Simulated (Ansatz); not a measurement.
The reference is CsBr in the CsCl type structure (space group Pm-3m, No. 221; a = 4.242 Å). Axes: x, y, z lie along the cube axes.

The values are results of PBEsol (Ansatz, a program for electronic structure), without spin-orbit coupling, not measurements.

Strains are applied to the cell and any free atomic positions relax; under biaxial strain the out-of-plane vector relaxes too.

One change was made to it. Results:

```json
[
 {"quantity": "energy relative to the base (free energy F)", "base": "0 meV/atom", "after": "+2.9 meV/atom"},
 {"quantity": "electron mass", "base": "0.29 mₑ (at Γ)", "after": "0.30 mₑ (at Γ)"},
 {"quantity": "band gap", "base": "4.45 eV", "after": "4.30 eV"}
]
```

Question: Which of these changes matches the shifts?
(A) biaxial strain +2.07 %, plane normal [001], relaxed out of plane
(B) isotropic strain +1.36 %
(C) tensor shear ε_xz = −0.79 %

Answer: B, isotropic strain +1.36 %. For comparison, the band gap in the other runs: biaxial strain +2.07 %, plane normal [001], relaxed out of plane gives 4.24 eV; tensor shear ε_xz = −0.79 % gives 4.44 eV.

Masses are band curvatures over ±0.01 Å⁻¹ around the edge. Whether these cells are dynamically stable was not tested.
